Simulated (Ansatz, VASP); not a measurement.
## Hf: VASP beside Ansatz

INCAR

```
  PREC = Accurate
  ENCUT = 520
  EDIFF = 1E-6
  ISMEAR = 0
  SIGMA = 0.05
  LREAL = F
  LASPH = T
  NELM = 60
  ALGO = Normal
  ISIF = 2
  LWAVE = F
  LCHARG = T
  GGA = PE
  LELF = T
  LVHAR = T
  NBANDS = 11
```

The input KPOINTS:

```
regular mesh
0
Gamma
  16 16 16
```

POSCAR

```
Hf
1.0
    0.0000000000      2.2424649926      2.2424649926
    2.2424649926      0.0000000000      2.2424649926
    2.2424649926      2.2424649926      0.0000000000
Hf
1
Direct
    0.0000000000      0.0000000000      0.0000000000
```

Input for Ansatz:

```yaml
crystal:
  lattice:
    - [0.0, 2.2424649926, 2.2424649926]
    - [2.2424649926, 0.0, 2.2424649926]
    - [2.2424649926, 2.2424649926, 0.0]
  atoms:
    - { symbol: Hf, position: [0.0, 0.0, 0.0] }
basis:
  ecutwfc: 600
  ecutrho_ratio: 5
kpoints:
  mp_grid: { grid: [16, 16, 16] }
hamiltonian:
  xc: pbe
scf:
  occupations: { method: gaussian, width: 0.05 }
output:
  forces: true
  stress: true
  eigenvalues: true
```

Alike in both runs: task single point; functional PBE; k mesh 16 × 16 × 16; occupations gaussian, width 0.05 eV; no spin polarisation.

```csv
,VASP,Ansatz
version,VASP 6.6.1,Ansatz 0.2.0
potentials or method,"VASP PAW PBE potentials, release 64 (Hf_pv)","scalar-relativistic, plane waves, PAW"
plane-wave cutoff (eV),520,600
valence electrons in the cell,10,26
```

|  | VASP | Ansatz | Ansatz less VASP |
| --- | --- | --- | --- |
| pressure (GPa) | -0.5 | 0.0 | +0.45 |

The two sets of potentials don't hold the same shells in valence.

The runs have no spin-orbit coupling, so splittings on Hf are missing.
